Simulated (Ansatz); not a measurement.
Computed with Ansatz 0.2.0, DFT PBE, scalar-relativistic, plane waves, PAW. All cells share a 420 eV cutoff and Γ-centred k meshes spaced at most about 0.3 Å⁻¹ (about 0.25 or finer for metals, 2π included). No spin polarisation.

Temperature and zero-point effects are left out.

Compare these two cells of Zn2CdTe3, each relaxed at this level.

A.

```yaml
crystal:
  lattice:
    - [4.31735, 2.49262, 2.90302]
    - [-4.31735, 2.49262, 2.90302]
    - [0.00000, -4.98525, 2.90302]
  atoms:
    - { symbol: Zn, position: [0.85996, 0.85996, 0.85996] }
    - { symbol: Zn, position: [0.14004, 0.14004, 0.14004] }
    - { symbol: Cd, position: [0.50000, 0.50000, 0.50000] }
    - { symbol: Te, position: [0.50000, 0.50000, 0.00000] }
    - { symbol: Te, position: [0.00000, 0.50000, 0.50000] }
    - { symbol: Te, position: [0.50000, 0.00000, 0.50000] }
```

B.

```yaml
crystal:
  lattice:
    - [7.17210, 0.00000, 0.00000]
    - [-3.58605, 6.21122, 0.00000]
    - [0.00000, 0.00000, 3.93528]
  atoms:
    - { symbol: Zn, position: [0.33333, 0.66667, 0.00000] }
    - { symbol: Zn, position: [0.66667, 0.33333, 0.00000] }
    - { symbol: Cd, position: [0.00000, 0.00000, 0.00000] }
    - { symbol: Te, position: [0.50000, 0.00000, 0.50000] }
    - { symbol: Te, position: [0.00000, 0.50000, 0.50000] }
    - { symbol: Te, position: [0.50000, 0.50000, 0.50000] }
```

Question: Which is lower in energy, and by how much?

Answer: They are level within the accuracy (under 1 meV/atom apart). A has space group R-3m (No. 166), 31.2 Å³/atom and no gap on its mesh; B has space group P6/mmm (No. 191), 29.2 Å³/atom and no gap. Counting Te atoms around Cd and Zn (those within 1.25 times the shortest such distance or 1.15 times the sum of covalent radii; the shortest distance is added where it is long for a bond), A has Zn 3, Cd 6 and B has Zn 6, Cd 12 from 4.1 Å. Even the lower one lies +0.17 eV/atom against the reference forms of the elements (uncorrected), so neither is stable at this level. In A, Zn has 1 Zn at 2.44 Å, 3 Te at 3.01 Å and 1 Cd at 3.13 Å; Cd has 6 Te at 2.88 Å and 2 Zn at 3.13 Å; Te has 2 Cd at 2.88 Å and 2 Zn at 3.01 Å. In B, around Zn lie 6 Te at 2.86 Å, 5 Zn at 3.94–4.14 Å and 3 Cd at 4.14 Å; Cd has 2 Cd at 3.94 Å, 12 Te at 4.09 Å and 6 Zn at 4.14 Å; Te has 4 Zn at 2.86 Å, 4 Te at 3.59 Å, 2 Te at 3.94 Å and 4 Cd at 4.09 Å. Both come from invented guesses. The lowest form computed isn't among them: it has space group P4mm (No. 99), 36.5 Å³/atom and lies 115 meV/atom below the best shown.

For metals, differences of a few meV/atom aren't resolved. Spin–orbit coupling, which can matter for Te, is left out. Cells relaxed within their symmetry can be saddle points. Some types were kept out of the candidates beforehand, so the set may lack a known form.
